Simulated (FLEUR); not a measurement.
**FePt (Tetraferroplatinum): equation of state with PBE**

The system is FePt (Tetraferroplatinum).

```
CELL_PARAMETERS angstrom
2.72350 0.00000 0.00000
0.00000 2.72350 0.00000
0.00000 0.00000 3.72000
ATOMIC_POSITIONS crystal
Pt 0.50000 0.50000 0.50000
Fe 0.00000 0.00000 0.00000
```

```
Program             : FLEUR MaX-R8.1 (later development tree)
Task                : equation of state
Functional          : PBE
Potentials or basis : all-electron
Basis               : FLAPW
Kmax                : 4.95 1/bohr
k mesh              : 10 × 10 × 7
Occupations         : fermi-dirac, width 0.05 eV
Spin                : collinear spin, program default start
```

| Quantity | Value |
| --- | --- |
| Equilibrium volume | 14.02 Å³/atom |
| Bulk modulus at fixed shape and positions | 201 GPa |
| Pressure derivative of the bulk modulus | 5.5 |

Energy against volume, from the lowest point:
```
volume (Å³/atom)  energy (meV/atom)
          12.969              58.90
          13.245              30.65
          13.521              12.19
          13.796               2.31
          14.072               0.00
          14.348               4.34
          14.624              14.57
```

Caveat: the cell was scaled at fixed shape and fractional positions, which overstates the stiffness of a crystal with free parameters, most of all of layers and chains. The run has no spin-orbit coupling, so splittings on Pt are missing.
